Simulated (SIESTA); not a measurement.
Ge under changes of volume

One of the cells (19.014 Å³/atom); the others are scaled copies at fixed shape and fractional positions:

```
Ge
1.0
    -2.49590    2.65086    1.43695
     2.49590   -2.65086    1.43695
     2.49590    2.65086   -1.43695
Ge
2
Direct
  0.31406 0.06406 0.25000
  0.68594 0.93594 0.75000
```

This isn't the form of Ge at room conditions, which is diamond.

```yaml
Program: SIESTA 5.4.2
Functional: LDA
Potentials_or_basis: PseudoDojo 0.4 standard (LDA files)
Basis: DZP (energy shift 0.003 Ry; two zetas on semicore shells)
Grid_cutoff: 800 Ry
Energy_shift: 0.003 Ry
k_mesh: 11 × 11 × 11
Occupations: fermi-dirac, width 0.05 eV
Spin: no spin polarisation
```

```tsv
volume (Å³/atom)	energy over the lowest point (meV/atom)	pressure (GPa)	largest force (eV/Å)
17.874	?	?	?
18.254	0.00	0.2	0.068
18.634	1.52	-1.3	0.074
19.014	6.39	-2.7	0.078
19.395	14.20	-3.8	0.082
19.775	24.59	-4.9	0.085
20.155	37.24	-5.8	0.086
```

Problem. What does the run at 17.874 Å³/atom give?

Solution. Energy over the lowest point 2.29 meV/atom; pressure 1.8 GPa; largest force 0.063 eV/Å.

Worked out: A Birch-Murnaghan fit of order 3 (a polynomial in V^(-2/3)) to the other rows has its minimum at 18.28 Å³/atom with B0 = V·E''(V) = 76 GPa and B' = 5.1 at fixed shape and positions, which overstates the stiffness. It gives 2.27 meV/atom at 17.874 Å³/atom, against the run's 2.29, and -dE/dV = 1.8 GPa, against 1.8.

Energies are extrapolated to zero smearing.

Caveats: the basis of atomic orbitals isn't converged, which shifts pressures, moduli and gaps.
